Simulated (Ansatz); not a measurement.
input.yaml

```yaml
crystal:
  lattice:
    - [3.6351095584, 0.0, 0.0]
    - [-1.8175547792, 3.1480972231, 0.0]
    - [0.0, 0.0, 5.7204026278]
  atoms:
    - { symbol: Zr, position: [0.0, 0.0, 0.0] }
    - { symbol: S, position: [0.6666666667, 0.3333333333, 0.7447288755] }
    - { symbol: S, position: [0.3333333333, 0.6666666667, 0.2552711245] }
basis:
  ecutwfc: 420
kpoints:
  mp_grid: { grid: [9, 9, 6] }
  band_path:
    path:
      - [[0.0, 0.0, 0.0], [0.5, 0.0, 0.0], [0.33333333, 0.33333333, 0.0], [0.0, 0.0, 0.0], [0.0, 0.0, 0.5], [0.5, 0.0, 0.5], [0.33333333, 0.33333333, 0.5], [0.0, 0.0, 0.5]]
      - [[0.5, 0.0, 0.5], [0.5, 0.0, 0.0]]
      - [[0.33333333, 0.33333333, 0.5], [0.33333333, 0.33333333, 0.0]]
    npoints: 14
hamiltonian:
  xc: pbe
  dispersion: d3bj
scf:
  occupations: { method: gaussian, width: 0.02 }
  n_extra_bands: 7
output:
  forces: true
  stress: true
  eigenvalues: true
  populations: true
  dos: { projected: true, de: 0.02, nscf_kmesh: { grid: [14, 14, 9] } }
  bader: true
  write_density: true
  write_potential: true
  elf: true
  volumetric_format: npy
```

Launched with
```bash
ansatz run input.yaml --threads 1 --pin off --max-ram 2560MiB --backend cpu --events-out ev --progress --plain --runs-dir out
```

Method: DFT PBE+D3(BJ), scalar-relativistic, plane waves, PAW (Ansatz 0.2.0).

From the run's log, abridged:

```
scf.n_extra_bands = 7 over 12 filled bands (N_el = 24.0): the run solves 19 bands
Pseudopotentials: kind: paw
Pseudopotential: Zr, paw, valence charge 12, recommended cutoff 420 eV (normal)
Pseudopotential: S, paw, valence charge 6, recommended cutoff 420 eV (normal)
Functional definition: PBE
Crystal: 3 atoms, lattice volume = 65.462 Å³
Basis set: ecut = 420 eV, 1255 PW (Γ), exchange–correlation on 50×50×80 points (8 copies of the dense FFT grid, shifted against one another)
Bands: 19, of which v1, the nominal top of the filled ones, is band 12 counted from 1 (11 counted from 0)
Symmetry: 12 space group operations
Space group: P-3m1 (ITA 164), of the structure as read, at distance tolerance 4.0e-5 Å
k-points: 62 of 486
Initial density: superposition of atomic densities (neutral atoms: chi_scale 0, normalization atom), corrected by the library's trained network
Initial wavefunctions: pseudopotential atomic-orbital guess
Functional: x = pbe(κ = 0.804, μ = 0.21951497), c = pbe(β = 0.06672455)
SCF iter   1: F=—  HF=-5993.669257 eV  |F-HF|=—  |Δ(HF+E_count)|=         —  Δρ=1.35e-3  dr2=1.46e-3  ethr=1.77e-3  ⟨swp⟩=6.3  Hψ=6465  notcnv=0
SCF iter   2: F=—  HF=-5993.668309 eV  |F-HF|=—  |Δ(HF+E_count)|=   9.48e-4  Δρ=7.21e-4  dr2=4.17e-4  ethr=6.07e-6  ⟨swp⟩=2.2  Hψ=2417  notcnv=0  defer=92
SCF iter   3: F=—  HF=-5993.668490 eV  |F-HF|=—  |Δ(HF+E_count)|=   1.82e-4  Δρ=1.55e-4  dr2=3.02e-5  ethr=1.74e-6  ⟨swp⟩=2.0  Hψ=1544  notcnv=0  defer=92
SCF iter   4: F=—  HF=-5993.668515 eV  |F-HF|=—  |Δ(HF+E_count)|=   2.51e-5  Δρ=4.31e-5  dr2=1.69e-6  ethr=1.26e-7  ⟨swp⟩=2.0  Hψ=1448  notcnv=0  defer=92
SCF iter   5: F=—  HF=-5993.668517 eV  |F-HF|=—  |Δ(HF+E_count)|=   1.04e-6  Δρ=1.47e-5  dr2=2.39e-7  ethr=7.03e-9  ⟨swp⟩=2.2  Hψ=1545  notcnv=0  defer=92
SCF iter   6: F=-5993.668517 eV  HF=-5993.668517 eV  |F-HF|=9.45e-9  |Δ(HF+E_count)|=   1.24e-7  Δρ=3.35e-6  dr2=2.12e-8  ethr=4.17e-10  ⟨swp⟩=12.5  Hψ=7400  notcnv=0
SCF 1 converged in 6 iterations: F = -5993.668517 eV  dr2 = 2.12e-8
SCF converged after 6 iterations
Free energy (F): -5993.668517 eV
Harris-Foulkes:  -5993.668517 eV  (|F-HF|=9.45e-9)
Internal energy: -5993.668517 eV  (E = F + TS)
E sigma→0 (E₀):  -5993.668517 eV
Fermi energy:    8.143674 eV
--- Per-component energies (eV) ---
  E_band       = -152.388588
  E_kinetic    = 547.687409
  E_local      = -1224.078876  (includes V_loc(G=0)·N_el)
  E_nonlocal   = 134.708594
  E_hartree    = 423.042437
  E_xc         = -357.272319
  E_vxc        = -367.528225  (∫ρ·V_xc dr)
  E_paw        = -4153.883522  (= ΣΔE_a)
  E_vpaw       = -89.259206  (= ΣTr[D̂ρ^β])
  E_aug_tail   = 0.000027  (compensation charges beyond the density's cutoff)
  E_ewald      = -1362.782170
  E_disp       = -1.090097  (pairwise vdW)
  E_smearing   =  0.000000  (= −TS)
--- Forces (eV/Å), atoms counted from 1 ---
  atom   1  Zr     0.00000000     0.00000000     0.00000000
  atom   2  S      0.00000000     0.00000000    -0.00020145
  atom   3  S      0.00000000     0.00000000     0.00020145
--- Stress (GPa, compression-positive) ---
       -0.002642       0.000000       0.000000
        0.000000      -0.002642       0.000000
        0.000000       0.000000      -0.006261
  P = ⅓ Tr σ = -0.0038 GPa (-0.038 kbar)
--- Band table (eV; the first three rows and the last of 62) ---
  k-point 0: bands = ["-41.3141", "-19.3916", "-19.2284", "-19.2284", "-5.2281", "-3.5991", "2.9897", "4.8177", "4.8177", "7.5519", "7.5519", "7.7948", "9.2045", "9.2045", "9.9095", "12.4247", "12.4247", "13.3413", "13.6477"]
  k-point 1: bands = ["-41.3141", "-19.3919", "-19.2284", "-19.2284", "-5.1590", "-3.7161", "3.2250", "4.8323", "4.8323", "7.2855", "7.4993", "7.4993", "9.1919", "9.1919", "10.0849", "12.5495", "12.5495", "13.4604", "14.0298"]
  k-point 2: bands = ["-41.3141", "-19.3924", "-19.2284", "-19.2284", "-4.9803", "-3.9858", "3.8347", "4.8625", "4.8625", "6.3014", "7.3970", "7.3970", "9.1658", "9.1658", "10.2647", "12.8147", "12.8147", "13.7905", "14.8577"]
  k-point 61: bands = ["-41.2898", "-19.4258", "-19.4258", "-19.3193", "-3.8402", "-3.8402", "3.9891", "3.9891", "4.5698", "5.4453", "5.8031", "5.8031", "10.0193", "10.4573", "10.4573", "13.3658", "13.3658", "15.8722", "16.3581"]
--- Löwdin populations: 3 sites ---
  site symbol q [e]
     0     Zr     11.2209
     1      S      6.3230
     2      S      6.3230
  spilling = 0.005546 (of n_electrons = 24.000000)
--- Bader charges: 3 sites ---
  site symbol charge [e]  shift [e]
     0     Zr      2.0644     0.0012
     1      S     -1.0322     0.0006
     2      S     -1.0322     0.0006
  estimated error of the sums over rays = 7.4e-4 e
```

The run converged.

It took 37 s on 1 thread of Arm Neoverse V1, with other jobs on the host, peak memory 0.38 GiB.